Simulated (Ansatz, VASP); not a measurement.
## One calculation of MgI2, two programs

The input INCAR:

```
SYSTEM = MgI2
PREC = Accurate
ENCUT = 520
EDIFF = 1E-6
ISMEAR = -1
SIGMA = 0.03
LREAL = .FALSE.
LASPH = .TRUE.
NELM = 80
ALGO = Normal
ISIF = 2
LWAVE = .FALSE.
LCHARG = .TRUE.
GGA = PS
LELF = .TRUE.
LVHAR = .TRUE.
NBANDS = 15
```

The input KPOINTS:

```
regular mesh
0
G
  7 7 4
  0 0 0
```

File POSCAR:

```
MgI2
1.0
    4.0689069387      0.0000000000      0.0000000000
   -2.0344534694      3.5237767745      0.0000000000
    0.0000000000      0.0000000000      6.7219198780
Mg I
1 2
Direct
    0.0000000000      0.0000000000      0.0000000000
    0.3333333333      0.6666666667      0.7576300000
    0.6666666667      0.3333333333      0.2423700000
```

Input for Ansatz:

```yaml
crystal:
  lattice:
    - [4.0689069387, 0.0, 0.0]
    - [-2.0344534694, 3.5237767745, 0.0]
    - [0.0, 0.0, 6.721919878]
  atoms:
    - { symbol: Mg, position: [0.0, 0.0, 0.0] }
    - { symbol: I, position: [0.3333333333, 0.6666666667, 0.75763] }
    - { symbol: I, position: [0.6666666667, 0.3333333333, 0.24237] }
kpoints:
  mp_grid: { grid: [7, 7, 4] }
  band_path:
    path:
      - [0.0, 0.0, 0.0]
      - [0.5, 0.0, 0.0]
      - [0.3333333333, 0.3333333333, 0.0]
      - [0.0, 0.0, 0.0]
      - [0.0, 0.0, 0.5]
      - [0.5, 0.0, 0.5]
      - [0.3333333333, 0.3333333333, 0.5]
      - [0.0, 0.0, 0.5]
      - [0.5, 0.0, 0.5]
    npoints: 5
scf:
  occupations: { method: fermi_dirac, width: 0.03 }
hamiltonian:
  xc: pbesol
  pseudopotentials: { kind: all_electron, lapw: { basis_error: 0.001 } }
output:
  forces: true
  stress: true
  eigenvalues: true
```

Change from the starting cell: volume scaled by 0.94.

Alike in both runs: task single point; functional PBEsol; k mesh 7 × 7 × 4; occupations fermi-dirac, width 0.03 eV; no spin polarisation.

|  | VASP | Ansatz |
| --- | --- | --- |
| version | VASP 6.6.1 | Ansatz 0.2.0 |
| potentials or method | VASP PAW PBE potentials, release 64 (Mg, I) | all-electron LAPW, scalar-relativistic |
| plane-wave cutoff (eV) | 520 | see its input |

```csv
,VASP,Ansatz,Ansatz less VASP
gap on the k mesh at the Fermi level (eV),3.48,3.50,+0.016
pressure (GPa),1.9,1.9,+0.01
largest component of the traceless stress (GPa),0.21,0.21,-0.004
rms of the force components (eV/Å),0.134,0.135,+0.0002
```

Atom by atom the forces differ by 0.000 eV/Å (rms over components). Ansatz ran all-electron here, so the differences hold the error of VASP's frozen core and of both bases.

Caveats: the PAW data sets were made with another functional, which shifts forces and pressure a little (VASP); spin-orbit coupling is left out, which moves the levels of the heavy elements; an odd mesh through Γ misses points on the zone boundary, where band edges often lie; this functional lacks dispersion, which binds the layers, so the pressure and a relaxed spacing across them are unreliable.
